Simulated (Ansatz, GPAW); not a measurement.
# Geometry or basis: what sets the conductance of a Ga chain with one Si atom in line

How well does a Ga chain with one Si atom in line conduct once its atoms have relaxed, and how much do cheaper levels lose?

Main program and level: GPAW 26.7.0 and Ansatz 0.2.0; Ansatz plane waves; relaxation of the junction with the lead ends held, in the first sound run; inputs show where later runs differ.

## 1. The starting structure

The cell holds 13 atoms: 12 Ga and 1 Si. Its edges and angles: a = 9.000 Å, b = 9.000 Å, c = 32.784 Å, α = 90.0°, β = 90.0°, γ = 90.0°. Regions: left lead, 6 atoms (6 Ga); channel, 1 atom (1 Si); right lead, 6 atoms (6 Ga). Vacuum lies along a and b. The structure is stacked along c, and the current runs across the ab planes.

Coordinates:

```cif
data_structure
_symmetry_space_group_name_H-M 'P 1'
_symmetry_Int_Tables_number 1
_cell_length_a 9.0000
_cell_length_b 9.0000
_cell_length_c 32.7838
_cell_angle_alpha 90.000
_cell_angle_beta 90.000
_cell_angle_gamma 90.000
_cell_volume 2655.49
loop_
_atom_site_label
_atom_site_type_symbol
_atom_site_fract_x
_atom_site_fract_y
_atom_site_fract_z
_atom_site_occupancy
Ga1 Ga 0.50000 0.50000 0.03889 1
Ga2 Ga 0.50000 0.50000 0.11667 1
Ga3 Ga 0.50000 0.50000 0.19446 1
Ga4 Ga 0.50000 0.50000 0.27224 1
Ga5 Ga 0.50609 0.48974 0.35090 1
Ga6 Ga 0.50023 0.50439 0.42816 1
Si7 Si 0.50609 0.50011 0.49953 1
Ga8 Ga 0.50193 0.50144 0.57187 1
Ga9 Ga 0.49918 0.50240 0.65062 1
Ga10 Ga 0.50000 0.50000 0.72776 1
Ga11 Ga 0.50000 0.50000 0.80554 1
Ga12 Ga 0.50000 0.50000 0.88333 1
Ga13 Ga 0.50000 0.50000 0.96111 1
```

## 2. Relaxing the atoms

Transmission follows bond lengths closely, so the atoms between the held lead ends are relaxed first, from a slightly shaken start that lets symmetry break.

Input file input.yaml:

```yaml
crystal:
  lattice:
    - [9.0, 0.0, 0.0]
    - [0.0, 9.0, 0.0]
    - [0.0, 0.0, 32.7838]
  atoms:
    - { symbol: Ga, position: [0.5, 0.5, 0.0388911597] }
    - { symbol: Ga, position: [0.5, 0.5, 0.116673479] }
    - { symbol: Ga, position: [0.5, 0.5, 0.1944557983] }
    - { symbol: Ga, position: [0.5, 0.5, 0.2722381176] }
    - { symbol: Ga, position: [0.5060891885, 0.4897388936, 0.350897148] }
    - { symbol: Ga, position: [0.5002321241, 0.5043941667, 0.4281556402] }
    - { symbol: Si, position: [0.5060908621, 0.5001058125, 0.4995276056] }
    - { symbol: Ga, position: [0.5019349497, 0.5014403562, 0.571870705] }
    - { symbol: Ga, position: [0.4991756539, 0.5023981356, 0.6506240729] }
    - { symbol: Ga, position: [0.5, 0.5, 0.7277618824] }
    - { symbol: Ga, position: [0.5, 0.5, 0.8055442017] }
    - { symbol: Ga, position: [0.5, 0.5, 0.883326521] }
    - { symbol: Ga, position: [0.5, 0.5, 0.9611088403] }
kpoints:
  mp_grid: { grid: [1, 1, 3] }
hamiltonian:
  xc: pbe
scf:
  occupations: { method: fermi_dirac, width: 0.1 }
relax:
  f_tol: 0.03
  max_steps: 80
  constraints: [{ sites: [0, 1, 2, 3, 9, 10, 11, 12] }]
```

On the command line:

```sh
> ansatz run input.yaml --threads 4 --pin off --max-ram 8192MiB --backend cpu --events-out ev --progress --plain --runs-dir out
```

Numbers of over 12 decimals in the logs are rounded to 6 here.

The program printed:

```text
Engine: ansatz 0.2.0, aarch64-unknown-linux-gnu
Pseudopotentials: kind: paw
Pseudopotential: Ga, paw, valence charge 13, recommended cutoff 420 eV (normal), Ga.paw.azcp
Pseudopotential: Si, paw, valence charge 4, recommended cutoff 420 eV (normal), Si.paw.azcp
Functional definition: PBE
  parameter kappa = 0.804
  parameter beta = 0.066725
  exchange = pbe_x(kappa = kappa, mu = beta*pi^2/3)
  correlation = pbe_c(beta = beta)
Crystal: 13 atoms, lattice volume = 2655.488 Å³
Basis set: ecut = 420 eV, 51857 PW (Γ), exchange–correlation on 128×128×450 points (8 copies of the dense FFT grid, shifted against one another)
Bands: 96, of which v1, the nominal top of the filled ones, is band 80 counted from 1 (79 counted from 0)
Symmetry: 1 space group operations
Space group: P1 (ITA 1), of the structure as read, at distance tolerance 1.4e-4 Å
k-points: 2 of 3 (time reversal used)
Non-local potential: Ga, projectors of the file, l = 0: 2, l = 1: 2, l = 2: 3, l = 3: 1
Non-local potential: Si, projectors of the file, l = 0: 2, l = 1: 2, l = 2: 2
PAW form: soft (Blöchl's): semilocal exchange-correlation on the pseudo side does not see the compensation charge
PAW one-centre angular grid: Ga, 590 points (default); XC on 64 Gauss nodes
PAW one-centre angular grid: Si, 110 points (default); XC on 64 Gauss nodes
Initial density: superposition of atomic densities (neutral atoms: chi_scale 0, normalization atom), corrected by the library's trained network
Initial wavefunctions: pseudopotential atomic-orbital guess
Functional: x = pbe(κ = 0.804, μ = 0.219515), c = pbe(β = 0.066725)
SCF iter   1: F=—  HF=-46014.768309 eV  |F-HF|=—  |Δ(HF+E_count)|=         —  Δρ=2.65e-3  dr2=2.02e0  ethr=1.77e-3  ⟨swp⟩=6.0  Hψ=657  notcnv=0
preconditioner: auto → LDOS  [metal: Δε(μ)=0.143 eV  Ē_g=13.439 eV  σ=0.100 eV  W_gap=0.34  n_scr=244 (ndim 8)  ℏωp=9.1 eV  f_vac=0.735  D(μ)=22.46/eV (n_scr^D=84)  β→1.0]
SCF iter   2: F=—  HF=-46014.677024 eV  |F-HF|=—  |Δ(HF+E_count)|=   9.13e-2  Δρ=2.11e-3  dr2=1.22e0  ethr=1.27e-3  ⟨swp⟩=3.0  Hψ=264  notcnv=0
SCF iter   3: F=—  HF=-46014.622989 eV  |F-HF|=—  |Δ(HF+E_count)|=   5.40e-2  Δρ=4.88e-4  dr2=1.12e-1  ethr=7.61e-4  ⟨swp⟩=2.5  Hψ=217  notcnv=0
SCF iter   4: F=—  HF=-46014.616989 eV  |F-HF|=—  |Δ(HF+E_count)|=   6.00e-3  Δρ=1.57e-4  dr2=4.25e-3  ethr=7.02e-5  ⟨swp⟩=1.5  Hψ=223  notcnv=0
SCF iter   5: F=—  HF=-46014.617016 eV  |F-HF|=—  |Δ(HF+E_count)|=   2.72e-5  Δρ=1.64e-4  dr2=9.86e-3  ethr=2.65e-6  ⟨swp⟩=2.0  Hψ=352  notcnv=0
SCF iter   6: F=—  HF=-46014.616616 eV  |F-HF|=—  |Δ(HF+E_count)|=   4.00e-4  Δρ=8.56e-5  dr2=1.62e-3  ethr=2.65e-6  ⟨swp⟩=2.0  Hψ=300  notcnv=0
SCF iter   7: F=—  HF=-46014.616489 eV  |F-HF|=—  |Δ(HF+E_count)|=   1.27e-4  Δρ=1.84e-5  dr2=9.11e-5  ethr=1.01e-6  ⟨swp⟩=2.0  Hψ=207  notcnv=0
SCF iter   8: F=-46014.616480 eV  HF=-46014.616485 eV  |F-HF|=4.55e-6  |Δ(HF+E_count)|=   4.27e-6  Δρ=7.71e-6  dr2=6.98e-6  ethr=1.41e-8  ⟨swp⟩=4.5  Hψ=580  notcnv=0
SCF 1 converged in 8 iterations: F = -46014.616480 eV  dr2 = 6.98e-6
  greatest PAW one-centre occupation: 0.995 electrons in one spin orbital (limit 2), on the Ga atom at site 4 (counted from 0), in its partial waves of l = 2
relax step   1: F+E_penalty+E_count = -46014.61647998 eV  Δ(F+E_penalty+E_count) = +0.000e0 eV  max|allowed force component| = 3.362e-1 eV/Å  Δτ_max = 0.0000 Å  (8 SCF iters, dr2 threshold 2.25e-5 eV, accepted)
Initial density: handed on by an earlier stage of this run
Initial wavefunctions: those handed on with the density
iter 1 solved again at ethr=7.17e-5 eV; its pass at ethr=3.10e-3 eV (dr2=1.15e-1 eV) is discarded
SCF iter   1: F=—  HF=-46014.661622 eV  |F-HF|=—  |Δ(HF+E_count)|=         —  Δρ=7.81e-4  dr2=1.13e-1  ethr=7.17e-5  ⟨swp⟩=1.5  Hψ=478  notcnv=0
preconditioner: auto → LDOS  [metal: Δε(μ)=0.135 eV  Ē_g=13.430 eV  σ=0.100 eV  W_gap=0.32  n_scr=244 (ndim 8)  ℏωp=9.1 eV  f_vac=0.736  D(μ)=22.02/eV (n_scr^D=84)  β→1.0]
SCF iter   2: F=—  HF=-46014.654407 eV  |F-HF|=—  |Δ(HF+E_count)|=   7.21e-3  Δρ=3.01e-4  dr2=9.48e-3  ethr=7.06e-5  ⟨swp⟩=2.0  Hψ=199  notcnv=0
SCF iter   3: F=—  HF=-46014.653616 eV  |F-HF|=—  |Δ(HF+E_count)|=   7.91e-4  Δρ=1.01e-4  dr2=9.28e-4  ethr=5.92e-6  ⟨swp⟩=2.0  Hψ=344  notcnv=0
SCF iter   4: F=—  HF=-46014.653516 eV  |F-HF|=—  |Δ(HF+E_count)|=   9.99e-5  Δρ=4.36e-5  dr2=1.92e-4  ethr=5.80e-7  ⟨swp⟩=2.0  Hψ=345  notcnv=0
SCF iter   5: F=—  HF=-46014.653502 eV  |F-HF|=—  |Δ(HF+E_count)|=   1.39e-5  Δρ=2.57e-5  dr2=3.51e-5  ethr=1.20e-7  ⟨swp⟩=2.0  Hψ=347  notcnv=0
SCF iter   6: F=—  HF=-46014.653495 eV  |F-HF|=—  |Δ(HF+E_count)|=   7.28e-6  Δρ=8.89e-6  dr2=8.58e-6  ethr=4.42e-9  ⟨swp⟩=4.5  Hψ=701  notcnv=0
SCF iter   7: F=-46014.653493 eV  HF=-46014.653494 eV  |F-HF|=1.12e-6  |Δ(HF+E_count)|=   4.48e-7  Δρ=4.37e-6  dr2=1.94e-6  ethr=4.42e-9  ⟨swp⟩=4.0  Hψ=553  notcnv=0
SCF 2 converged in 7 iterations: F = -46014.653493 eV  dr2 = 1.94e-6
  greatest PAW one-centre occupation: 0.995 electrons in one spin orbital (limit 2), on the Ga atom at site 8 (counted from 0), in its partial waves of l = 2
relax step   2: F+E_penalty+E_count = -46014.65349338 eV  Δ(F+E_penalty+E_count) = -3.701e-2 eV  max|allowed force component| = 1.833e-1 eV/Å  Δτ_max = 0.0946 Å  (7 SCF iters, dr2 threshold 7.07e-6 eV, accepted)
SCF iter   1: F=—  HF=-46014.741703 eV  |F-HF|=—  |Δ(HF+E_count)|=         —  Δρ=1.36e-3  dr2=3.19e-1  ethr=2.82e-3  ⟨swp⟩=4.0  Hψ=356  notcnv=0
preconditioner: auto → LDOS  [metal: Δε(μ)=0.100 eV  Ē_g=13.430 eV  σ=0.100 eV  W_gap=0.24  n_scr=244 (ndim 8)  ℏωp=9.1 eV  f_vac=0.736  D(μ)=21.23/eV (n_scr^D=84)  β→1.0]
SCF iter   2: F=—  HF=-46014.724286 eV  |F-HF|=—  |Δ(HF+E_count)|=   1.74e-2  Δρ=6.34e-4  dr2=6.40e-2  ethr=2.00e-4  ⟨swp⟩=2.0  Hψ=269  notcnv=0
SCF iter   3: F=—  HF=-46014.719427 eV  |F-HF|=—  |Δ(HF+E_count)|=   4.86e-3  Δρ=1.78e-4  dr2=4.82e-3  ethr=4.00e-5  ⟨swp⟩=2.0  Hψ=227  notcnv=0
SCF iter   4: F=—  HF=-46014.719233 eV  |F-HF|=—  |Δ(HF+E_count)|=   1.94e-4  Δρ=9.24e-5  dr2=6.88e-4  ethr=3.02e-6  ⟨swp⟩=2.0  Hψ=333  notcnv=0
SCF iter   5: F=—  HF=-46014.719158 eV  |F-HF|=—  |Δ(HF+E_count)|=   7.49e-5  Δρ=5.32e-5  dr2=1.54e-4  ethr=4.30e-7  ⟨swp⟩=2.0  Hψ=353  notcnv=0
SCF iter   6: F=—  HF=-46014.719129 eV  |F-HF|=—  |Δ(HF+E_count)|=   2.95e-5  Δρ=2.34e-5  dr2=7.37e-5  ethr=9.61e-8  ⟨swp⟩=2.0  Hψ=344  notcnv=0
SCF iter   7: F=—  HF=-46014.719127 eV  |F-HF|=—  |Δ(HF+E_count)|=   2.20e-6  Δρ=1.35e-5  dr2=1.95e-5  ethr=4.60e-8  ⟨swp⟩=2.0  Hψ=211  notcnv=0
SCF iter   8: F=—  HF=-46014.719124 eV  |F-HF|=—  |Δ(HF+E_count)|=   2.19e-6  Δρ=5.55e-6  dr2=3.36e-6  ethr=1.22e-8  ⟨swp⟩=2.0  Hψ=220  notcnv=0
SCF iter   9: F=-46014.719124 eV  HF=-46014.719124 eV  |F-HF|=2.61e-7  |Δ(HF+E_count)|=   3.53e-7  Δρ=2.46e-6  dr2=4.36e-7  ethr=1.31e-9  ⟨swp⟩=4.0  Hψ=575  notcnv=0
SCF 3 converged in 9 iterations: F = -46014.719124 eV  dr2 = 4.36e-7
relax step   3: F+E_penalty+E_count = -46014.71912376 eV  Δ(F+E_penalty+E_count) = -6.563e-2 eV  max|allowed force component| = 2.579e-1 eV/Å  Δτ_max = 0.1963 Å  (9 SCF iters, dr2 threshold 2.10e-6 eV, accepted)
[... from here on, the SCF cycles and remarks between the steps are left out ...]
relax step   4: F+E_penalty+E_count = -46014.78767308 eV  Δ(F+E_penalty+E_count) = -6.855e-2 eV  max|allowed force component| = 5.056e-1 eV/Å  Δτ_max = 0.1959 Å  (7 SCF iters, dr2 threshold 1.98e-5 eV, accepted)
relax step   5: F+E_penalty+E_count = -46014.89248569 eV  Δ(F+E_penalty+E_count) = -1.048e-1 eV  max|allowed force component| = 5.255e-1 eV/Å  Δτ_max = 0.2000 Å  (6 SCF iters, dr2 threshold 1.00e-4 eV, accepted)
relax step   6: F+E_penalty+E_count = -46015.00741340 eV  Δ(F+E_penalty+E_count) = -1.149e-1 eV  max|allowed force component| = 2.268e-1 eV/Å  Δτ_max = 0.1951 Å  (5 SCF iters, dr2 threshold 1.00e-4 eV, accepted)
relax step   7: F+E_penalty+E_count = -46015.06385920 eV  Δ(F+E_penalty+E_count) = -5.645e-2 eV  max|allowed force component| = 1.383e-1 eV/Å  Δτ_max = 0.1999 Å  (7 SCF iters, dr2 threshold 9.58e-6 eV, accepted)
relax step   8: F+E_penalty+E_count = -46015.10219906 eV  Δ(F+E_penalty+E_count) = -3.834e-2 eV  max|allowed force component| = 1.257e-1 eV/Å  Δτ_max = 0.1952 Å  (7 SCF iters, dr2 threshold 3.56e-6 eV, accepted)
relax step   9: F+E_penalty+E_count = -46015.13055739 eV  Δ(F+E_penalty+E_count) = -2.836e-2 eV  max|allowed force component| = 5.225e-2 eV/Å  Δτ_max = 0.1992 Å  (6 SCF iters, dr2 threshold 5.87e-6 eV, accepted)
relax step  10: F+E_penalty+E_count = -46015.14140411 eV  Δ(F+E_penalty+E_count) = -1.085e-2 eV  max|allowed force component| = 4.050e-2 eV/Å  Δτ_max = 0.1946 Å  (10 SCF iters, accepted)
relax step  11: F+E_penalty+E_count = -46015.15317165 eV  Δ(F+E_penalty+E_count) = -1.177e-2 eV  max|allowed force component| = 3.704e-2 eV/Å  Δτ_max = 0.1950 Å  (9 SCF iters, accepted)
relax step  12: F+E_penalty+E_count = -46015.16407572 eV  Δ(F+E_penalty+E_count) = -1.090e-2 eV  max|allowed force component| = 3.723e-2 eV/Å  Δτ_max = 0.1941 Å  (9 SCF iters, accepted)
relax step  13: F+E_penalty+E_count = -46015.17372061 eV  Δ(F+E_penalty+E_count) = -9.645e-3 eV  max|allowed force component| = 3.121e-2 eV/Å  Δτ_max = 0.1947 Å  (8 SCF iters, dr2 threshold 1.16e-6 eV, accepted)
relax step  14: F+E_penalty+E_count = -46015.18142972 eV  Δ(F+E_penalty+E_count) = -7.709e-3 eV  max|allowed force component| = 2.217e-2 eV/Å  Δτ_max = 0.1962 Å  (8 SCF iters, accepted)
relax step  15: F+E_penalty+E_count = -46015.18672552 eV  Δ(F+E_penalty+E_count) = -5.296e-3 eV  max|allowed force component| = 2.161e-2 eV/Å  Δτ_max = 0.1902 Å  (9 SCF iters, accepted)
relax step  16: F+E_penalty+E_count = -46015.18870880 eV  Δ(F+E_penalty+E_count) = -1.983e-3 eV  max|allowed force component| = 2.935e-2 eV/Å  Δτ_max = 0.1951 Å  (9 SCF iters, accepted)
SCF iter   1: F=—  HF=-46015.190109 eV  |F-HF|=—  |Δ(HF+E_count)|=         —  Δρ=3.38e-4  dr2=8.12e-3  ethr=1.55e-5  ⟨swp⟩=2.5  Hψ=323  notcnv=0
preconditioner: auto → LDOS  [metal: Δε(μ)=0.029 eV  Ē_g=13.341 eV  σ=0.100 eV  W_gap=0.07  n_scr=244 (ndim 8)  ℏωp=9.1 eV  f_vac=0.732  D(μ)=20.65/eV (n_scr^D=84)  β→1.0]
SCF iter   2: F=—  HF=-46015.189448 eV  |F-HF|=—  |Δ(HF+E_count)|=   6.60e-4  Δρ=1.30e-4  dr2=1.60e-3  ethr=5.07e-6  ⟨swp⟩=2.0  Hψ=270  notcnv=0
SCF iter   3: F=—  HF=-46015.189313 eV  |F-HF|=—  |Δ(HF+E_count)|=   1.35e-4  Δρ=3.40e-5  dr2=1.16e-4  ethr=9.98e-7  ⟨swp⟩=2.0  Hψ=240  notcnv=0
SCF iter   4: F=—  HF=-46015.189311 eV  |F-HF|=—  |Δ(HF+E_count)|=   2.17e-6  Δρ=1.09e-5  dr2=8.73e-6  ethr=7.25e-8  ⟨swp⟩=2.0  Hψ=246  notcnv=0
SCF iter   5: F=—  HF=-46015.189300 eV  |F-HF|=—  |Δ(HF+E_count)|=   1.09e-5  Δρ=6.81e-6  dr2=2.04e-6  ethr=5.46e-9  ⟨swp⟩=2.0  Hψ=360  notcnv=0
SCF iter   6: F=—  HF=-46015.189300 eV  |F-HF|=—  |Δ(HF+E_count)|=   3.18e-7  Δρ=2.60e-6  dr2=4.31e-7  ethr=1.28e-9  ⟨swp⟩=2.0  Hψ=349  notcnv=0
SCF iter   7: F=—  HF=-46015.189300 eV  |F-HF|=—  |Δ(HF+E_count)|=   3.77e-8  Δρ=1.13e-6  dr2=1.31e-7  ethr=6.25e-11  ⟨swp⟩=4.0  Hψ=680  notcnv=0
SCF iter   8: F=-46015.189300 eV  HF=-46015.189300 eV  |F-HF|=1.34e-8  |Δ(HF+E_count)|=   3.56e-9  Δρ=5.32e-7  dr2=2.65e-8  ethr=6.25e-11  ⟨swp⟩=4.0  Hψ=559  notcnv=0
SCF 17 converged in 8 iterations: F = -46015.189300 eV  dr2 = 2.65e-8
relax step  17: F+E_penalty+E_count = -46015.18929986 eV  Δ(F+E_penalty+E_count) = -5.911e-4 eV  max|allowed force component| = 1.332e-2 eV/Å  Δτ_max = 0.0375 Å  (8 SCF iters, accepted)
SCF converged after 8 iterations
Free energy (F): -46015.189300 eV
Harris-Foulkes:  -46015.189300 eV  (|F-HF|=1.34e-8)
Internal energy: -46014.524870 eV  (E = F + TS)
E sigma→0 (E₀):  -46014.857085 eV
Entropy (-TS):   -0.664430 eV (-51.110 meV/atom)
Fermi energy:    -2.610820 eV
--- Per-component energies (eV) ---
  E_band       = -2373.742466
  E_kinetic    = 1390.764334
  E_local      = -46891.354954  (includes V_loc(G=0)·N_el)
  E_nonlocal   = 5072.959429
  E_hartree    = 21796.198420
  E_xc         = -866.842432
  E_vxc        = -712.462587  (∫ρ·V_xc dr)
  E_paw        = -24312.854393  (= ΣΔE_a)
  E_vpaw       = -4826.043322  (= ΣTr[D̂ρ^β])
  E_aug_tail   = -0.001384  (compensation charges beyond the density's cutoff)
  E_ewald      = -2203.393890
  E_smearing   = -0.664430  (= −TS)
  E_closure    = -0.000000  (closes the sum)
  Σ components = -46015.189300   (vs F -46015.189300, Δ=0.00e0)
--- Forces (eV/Å), atoms counted from 1 ---
  atom   1  Ga    -0.03716803     0.00617440     0.03605767
  atom   2  Ga     0.03234881    -0.00491105     0.03503969
  atom   3  Ga     0.11376717    -0.02045169    -0.26072037
  atom   4  Ga    -0.11738677     0.01973979     0.43067756
  atom   5  Ga     0.00872928     0.00016722     0.00088964
  atom   6  Ga    -0.00435575     0.00022562     0.01331713
  atom   7  Si    -0.01036315    -0.00061728     0.01027795
  atom   8  Ga     0.01020839     0.00066346    -0.01107782
  atom   9  Ga    -0.00819118     0.00256548     0.01007367
  atom  10  Ga    -0.08420238     0.01353617    -0.49764309
  atom  11  Ga     0.08687836    -0.01590478     0.30744512
  atom  12  Ga     0.03709243    -0.00558113    -0.04649726
  atom  13  Ga    -0.02735305     0.00439261    -0.02781843
  max |Σ_I F_I| component: 2.15e-5 eV/Å
--- Relaxed structure (17 steps of the walk, 17 accepted, 0 SCFs on fresh bases) ---
  F+E_penalty+E_count = -46015.18929986 eV   max|allowed force component| = 1.332e-2 eV/Å
  atoms:
    - { symbol: Ga, position: [0.5, 0.5, 0.038891] }
    - { symbol: Ga, position: [0.5, 0.5, 0.116673479] }
    - { symbol: Ga, position: [0.5, 0.5, 0.1944557983] }
    - { symbol: Ga, position: [0.5, 0.5, 0.2722381176] }
    - { symbol: Ga, position: [0.614530, 0.479891, 0.351446] }
    - { symbol: Ga, position: [0.545833, 0.491840, 0.432504] }
    - { symbol: Si, position: [0.660387, 0.476167, 0.497368] }
    - { symbol: Ga, position: [0.541746, 0.491750, 0.561882] }
    - { symbol: Ga, position: [0.608160, 0.480854, 0.644359] }
    - { symbol: Ga, position: [0.5, 0.5, 0.7277618824] }
    - { symbol: Ga, position: [0.5, 0.5, 0.805544] }
    - { symbol: Ga, position: [0.5, 0.5, 0.883326521] }
    - { symbol: Ga, position: [0.5, 0.5, 0.961109] }
```

Elapsed: 2.7 min, on 4 threads of Arm Neoverse V2, shared host; peak memory 2.6 GiB.

The steps of the relaxation:

```
step  energy less that of the first step (eV)  largest force component (eV/Å)
   1                                   0.0000                          0.3362
   2                                  -0.0370                          0.1833
   3                                  -0.1026                          0.2579
   4                                  -0.1712                          0.5056
   5                                  -0.2760                          0.5255
   6                                  -0.3909                          0.2268
   7                                  -0.4474                          0.1383
   8                                  -0.4857                          0.1257
   9                                  -0.5141                          0.0522
  10                                  -0.5249                          0.0405
  11                                  -0.5367                          0.0370
  12                                  -0.5476                          0.0372
  13                                  -0.5572                          0.0312
  14                                  -0.5649                          0.0222
  15                                  -0.5702                          0.0216
  16                                  -0.5722                          0.0293
  17                                  -0.5728                          0.0133
```

The atoms that moved most (Å):

```
atom     dx      dy      dz  length
 Si7  1.389  -0.215  -0.071   1.407
 Ga9  0.981  -0.194  -0.205   1.021
 Ga5  0.976  -0.089   0.018   0.980
 Ga8  0.358  -0.087  -0.327   0.493
 Ga6  0.410  -0.113   0.143   0.449
```

Numbers from this step:

- free energy: -46015.1893 eV
- smearing term TS: 0.6644 eV
- symmetry operations: 1

The relaxation lowered the energy of the cell by 0.573 eV.

[end of part 1 of 4]

[Logs are printed without paths, hosts, clocks, repeated set-up lines and the standing remarks that a program may print on its own settings, such as how far it seeks lower states.]

[Hosts, paths, dates, database ids (printed as entryN), source tags and the programs' standing remarks are cut or masked in the printed files.]
